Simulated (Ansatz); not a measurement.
# Si: from a guess to a relaxed structure

The task: take a trial cell of Si to zero force and stress.

Computed with Ansatz 0.2.0 (DFT PBE, scalar-relativistic, plane waves, PAW, unless a step's input says otherwise).

**1. The structure to begin with**

It takes space group Pbcm (No. 57, orthorhombic). Conventional cell: a = 5.544 Å, b = 4.268 Å, c = 4.523 Å, α = 90.00°, β = 90.00°, γ = 90.00°. Si (site symmetry 2) is surrounded by 6 Si at 2.26 to 2.36 Å. Si (site symmetry m) is surrounded by 6 Si at 2.33 to 2.45 Å.

Structure file:

```
Si
1.0
     5.54440    0.00000    0.00000
     0.00000    4.26802    0.00000
     0.00000    0.00000    4.52264
Si
8
Direct
  0.40861 0.25000 0.00000
  0.59139 0.75000 0.50000
  0.59139 0.75000 0.00000
  0.40861 0.25000 0.50000
  0.91607 0.50968 0.25000
  0.08393 0.49032 0.75000
  0.08393 0.00968 0.25000
  0.91607 0.99032 0.75000
```

A structure generator made this guess: 6-connected net of one element (Pbcm, No. 57). The dimensions are guesses.

**2. A first look at the guess**

Contents of input.yaml:

```yaml
crystal:
  lattice:
    - [5.54439596, 0.0, 0.0]
    - [0.0, 4.26802479, 0.0]
    - [0.0, 0.0, 4.5226429]
  atoms:
    - { symbol: Si, position: [0.40861372, 0.25, 0.0] }
    - { symbol: Si, position: [0.59138628, 0.75, 0.5] }
    - { symbol: Si, position: [0.59138628, 0.75, 0.0] }
    - { symbol: Si, position: [0.40861372, 0.25, 0.5] }
    - { symbol: Si, position: [0.91606918, 0.50968414, 0.25] }
    - { symbol: Si, position: [0.08393082, 0.49031586, 0.75] }
    - { symbol: Si, position: [0.08393082, 0.00968414, 0.25] }
    - { symbol: Si, position: [0.91606918, 0.99031586, 0.75] }
basis:
  ecutwfc: 420
kpoints:
  mp_grid: { grid: [4, 4, 4] }
hamiltonian:
  xc: pbe
scf:
  occupations: { method: gaussian, width: 0.1 }
  lower_state_search: "off"
output:
  forces: true
  stress: true
  eigenvalues: true
```

Launch:

```console
> ansatz run input.yaml --threads 1 --pin off --max-ram 2560MiB --backend cpu --events-out ev --progress --plain --runs-dir out
```

Further runs follow: a loose first relaxation; relaxation on the finer mesh.

What does the calculation give? Wanted: conventional cell; volume; energy over the standard state; gap on the mesh.

The runs gave:

| quantity | value |
| --- | --- |
| symmetry at the end (tolerance 0.05 Å) | space group Pbcm (No. 57) |
| conventional cell | a = 5.923 Å, b = 4.470 Å, c = 5.106 Å, α = 90.00°, β = 90.00°, γ = 90.00° |
| volume | 16.90 Å³/atom |
| energy over the standard state | +0.46 eV/atom |
| gap on the mesh | none (metal) |

The space group Pbcm (No. 57) is kept, and the volume per atom grows by 26.3 % from the first guess. It lies above the element's standard state, so it is metastable at best. No finished test with a distortion of lower symmetry is shown, so the end may be a saddle point.
